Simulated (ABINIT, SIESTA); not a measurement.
Given: the input of a run of ABINIT 10.8.3 (patched build) on La2O3. The cell is a database's computed one, not the measured one.

The input run.abi:

```
pp_dirpath "./"
pseudos "La.GGA_PBE-JTH.xml, O.GGA_PBE-JTH.xml"

acell 7.4280936462 7.4280936462 11.5499182392
rprim
     1.0000000000     0.0000000000     0.0000000000
    -0.5000000000     0.8660254038     0.0000000000
     0.0000000000     0.0000000000     1.0000000000
ntypat 2
znucl 57 8
natom 5
typat 1 1 2 2 2
xred
     0.3333333333     0.6666666667     0.2462356800
     0.6666666667     0.3333333333     0.7537643200
     0.0000000000     0.0000000000     0.0000000000
     0.3333333333     0.6666666667     0.6458906500
     0.6666666667     0.3333333333     0.3541093500

ecut 23.0
pawecutdg 45.0
pawxcdev 0

kptopt 1
ngkpt 8 8 5
nshiftk 1
shiftk 0.0 0.0 0.0

ixc 11

nband 27
occopt 3
tsmear 0.05 eV

nstep 100
tolvrs 1.0e-9

iomode 3
prtwf 0
prteig 0
prtebands 0
enunit 1
prtden 1
prtvha 1
prtvclmb 1
prtpot 1
```

Potentials or basis: JTH PAW PBE v2.0.

Command:

```sh
$ abinit run.abi > log 2>&1
```

Question: What does the same run look like in SIESTA 5.4.2? Potentials or basis there: files PseudoDojo sr-pbe-0.4.1-standard, DZP (energy shift 0.003 Ry; two zetas on semicore shells).

Answer: As run (cutoffs and basis follow the program's own potentials, and thresholds, step limits or extra output files can differ):

La2O3.fdf

```
SystemName                      La2O3
SystemLabel                     La2O3
NumberOfSpecies                 2
NumberOfAtoms                   5
%block ChemicalSpeciesLabel
  1  57 La
  2   8 O
%endblock ChemicalSpeciesLabel

LatticeConstant                 1.0 Ang
%block LatticeVectors
     3.9307778780     0.0000000000     0.0000000000
    -1.9653889390     3.4041534990     0.0000000000
     0.0000000000     0.0000000000     6.1119535200
%endblock LatticeVectors
AtomicCoordinatesFormat         Fractional
%block AtomicCoordinatesAndAtomicSpecies
     0.3333333333     0.6666666667     0.2462356800  1  La
     0.6666666667     0.3333333333     0.7537643200  1  La
     0.0000000000     0.0000000000     0.0000000000  2  O
     0.3333333333     0.6666666667     0.6458906500  2  O
     0.6666666667     0.3333333333     0.3541093500  2  O
%endblock AtomicCoordinatesAndAtomicSpecies

%block kgrid.MonkhorstPack
    8   0   0  0.0
    0   8   0  0.0
    0   0   5  0.0
%endblock kgrid.MonkhorstPack
XC.Functional                   GGA
XC.Authors                      PBE
PAO.BasisSize                   DZP
PAO.EnergyShift                 0.003 Ry
Mesh.Cutoff                     800 Ry
OccupationFunction              FD
ElectronicTemperature           0.05 eV
MaxSCFIterations                120
SCF.MustConverge                false
SCF.Mixer.Method                Pulay
SCF.Mixer.Weight                0.25
SCF.Mixer.History               8
SCF.DM.Tolerance                5.0e-05
SCF.H.Tolerance                 1.0e-03 eV
WriteForces                     true
Charge.Mulliken                 end
Charge.Hirshfeld                end
Charge.Voronoi                  end
SaveRho                         true
SaveElectrostaticPotential      true
%block PAO.Basis
  La 5
  n=5 0 2
    4.181 0.000
  n=6 0 2
    9.500 0.000
  n=5 1 2
    4.927 0.000
  n=6 1 1
    9.500
  n=5 2 2
    8.496 0.000
%endblock PAO.Basis
```

Potentials or basis: PseudoDojo 0.4 standard (PBE files), converted to PSML, two zetas on semicore shells, DZP (energy shift 0.003 Ry; two zetas on semicore shells).

The run is started by

```sh
$ siesta La2O3.fdf > La2O3.out 2>&1
```

Both were run:

|  | ABINIT | SIESTA |
| --- | --- | --- |
| Pressure | 2.7 GPa | 8.7 GPa |

The two runs disagree by more than potentials and bases usually give (in gap, levels, pressure or energy); the cause wasn't traced.

Pressure is positive in compression.
